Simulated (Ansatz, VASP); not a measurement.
**One calculation of Hf, two programs**

Contents of INCAR:

```
SYSTEM = Hf
PREC = Accurate
ENCUT = 520
EDIFF = 1E-6
ISMEAR = -1
SIGMA = 0.1
LREAL = .False.
LASPH = .True.
NELM = 80
ALGO = Normal
ISIF = 2
LWAVE = .False.
LCHARG = .False.
NBANDS = 22
```

File KPOINTS:

```
regular mesh
0
Gamma
  9 9 12
  0 0 0
```

POSCAR

```
Hf
1.0
    4.9219042364      0.0000000000      0.0000000000
   -2.4609521182      4.2624941038      0.0000000000
    0.0000000000      0.0000000000      3.0677254982
Hf
3
Direct
    1.0000000000      1.0000000000      1.0000000000
    0.3333333333      0.6666666667      0.5000000000
    0.6666666667      0.3333333333      0.5000000000
```

Input for Ansatz:

```yaml
crystal:
  lattice:
    - [4.9219042364, 0.0, 0.0]
    - [-2.4609521182, 4.2624941038, 0.0]
    - [0.0, 0.0, 3.0677254982]
  atoms:
    - { symbol: Hf, position: [1.0, 1.0, 1.0] }
    - { symbol: Hf, position: [0.3333333333, 0.6666666667, 0.5] }
    - { symbol: Hf, position: [0.6666666667, 0.3333333333, 0.5] }
hamiltonian:
  xc: lda
  pseudopotentials:
    kind: paw
    azcp:
      Hf: "pseudopotentials/Hf.paw.azcp"
basis:
  ecutwfc: 420
  fft_grid_basis: typed
kpoints:
  mp_grid: { grid: [9, 9, 12], shift: [0, 0, 0] }
magnetization:
  spin_polarized: false
scf:
  occupations: { method: fermi_dirac, width: 0.1 }
  lower_state_search: "off"
output:
  stress: true
```

Alike in both runs: task single point; functional LDA; k mesh 9 × 9 × 12; occupations fermi-dirac, width 0.1 eV; no spin polarisation.

|  | VASP | Ansatz |
| --- | --- | --- |
| version | VASP 6.6.1 | Ansatz 0.2.0 |
| potentials or method | VASP PAW LDA potentials, release 64 (Hf_pv) | plane waves (420 eV) with PAW, scalar-relativistic |
| plane-wave cutoff (eV) | 520 | 420 |
| valence electrons in the cell | 30 | 78 |

|  | VASP | Ansatz | Ansatz less VASP |
| --- | --- | --- | --- |
| pressure (GPa) | -4.4 | -4.4 | -0.04 |
| largest component of the traceless stress (GPa) | 0.15 | 0.03 | -0.122 |

The two sets of potentials don't hold the same shells in valence. Ansatz warned: «pseudo_functional_mismatch».

Spin-orbit coupling is left out, which matters for the levels of Hf.
